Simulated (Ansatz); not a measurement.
**ZnS: frozen-core PAW against all-electron methods**

```
Zn S
1.0
     0.00000    2.78579    2.70465
     2.78579    0.00000    2.70465
     2.78579    2.78579    0.00000
Zn S
1 1
Direct
  0.00000 0.00000 0.00000
  0.75000 0.75000 0.75000
```

Atom numbers follow the list: Zn1, S2.

The cell is COD entry 9000107, as deposited and not checked against the literature; nothing was relaxed. The listed cell was then made from it by scaling, straining or moving an atom.

All numbers are computed: DFT, PBEsol, PAW with Ansatz's default frozen-core files, scalar-relativistic (Ansatz 0.2.0); DFT, PBEsol, all-electron PAW with datasets made for the crystal, scalar-relativistic (Ansatz 0.2.0); DFT, PBEsol, all-electron LAPW, scalar-relativistic (Ansatz 0.2.0).

For PAW: a Γ-centred 8×8×8 k mesh, Fermi–Dirac smearing of 0.01 eV, cutoff 420 eV, no spin polarisation; the PAW files were made with PBE, and the program remakes their frozen cores for this functional. The crystal-made all-electron datasets (AE datasets) take a cutoff of 280 eV at this cell. LAPW targets a basis error of 0.25 meV/atom. The Ansatz runs share mesh, smearing and spin set-up. Plane-wave (PAW) pressures include the program's estimate of the Pulay term.

Stress and pressure are positive in compression.

The change that made this cell: equal xx and yy strain of +3 %.

| quantity | PAW | AE datasets | LAPW |
| --- | --- | --- | --- |
| pressure (GPa) | -5.76 | -5.75 | -5.75 |
| stress xx (GPa) | -6.17 | -6.17 | -6.17 |
| stress zz (GPa) | -4.92 | -4.91 | -4.91 |
| band gap (eV) | 1.648 | 1.651 | 1.651 |
| field gradient Vzz at Zn1 (10²¹ V/m²) | 0.52 | 0.52 | – |
| field gradient Vzz at S2 (10²¹ V/m²) | -0.59 | -0.59 | – |

PAW's pressure differs from the LAPW value by about 0.01 GPa or less.
